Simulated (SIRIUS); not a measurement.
**SiC (Moissanite 3C) under changes of volume**

One of the cells (10.553 Å³/atom); the others are scaled copies at fixed shape and fractional positions:

```
Si C
1.0
     0.00000    2.19343    2.19343
     2.19343    0.00000    2.19343
     2.19343    2.19343    0.00000
Si C
1 1
Cartesian
  0.0000 0.0000 0.0000
  3.2901 3.2901 3.2901
```

* Program: SIRIUS 7.12.0
* Functional: PBEsol
* Potentials or basis: all-electron FP-LAPW
* Cutoff: 316 eV
* Basis: apw+lo standard
* k mesh: 10 × 10 × 10
* Occupations: fermi-dirac, width 0.05 eV
* Spin: no spin polarisation

```tsv
volume (Å³/atom)	energy over the lowest point (meV/atom)	gap on the mesh (eV)
9.725	24.80	1.19
9.932	8.89	1.21
10.139	0.00	1.23
10.553	?	?
10.760	8.53	1.28
10.967	21.39	1.29
```

**Question.** What does the run at 10.553 Å³/atom give?

**Answer.** Energy over the lowest point 0.31 meV/atom; gap on the mesh 1.26 eV.

Worked out: A Birch-Murnaghan fit of order 3 (a polynomial in V^(-2/3)) to the other rows has its minimum at 10.34 Å³/atom with B0 = V·E''(V) = 221 GPa and B' = 4.0. It gives 0.36 meV/atom at 10.553 Å³/atom, against the run's 0.31. A straight line through the other rows of the gap, of slope 0.84 eV per unit of ln V, gives 1.26 eV, against the run's 1.26.

Energies are extrapolated to zero smearing.

A mesh can miss the band edges.
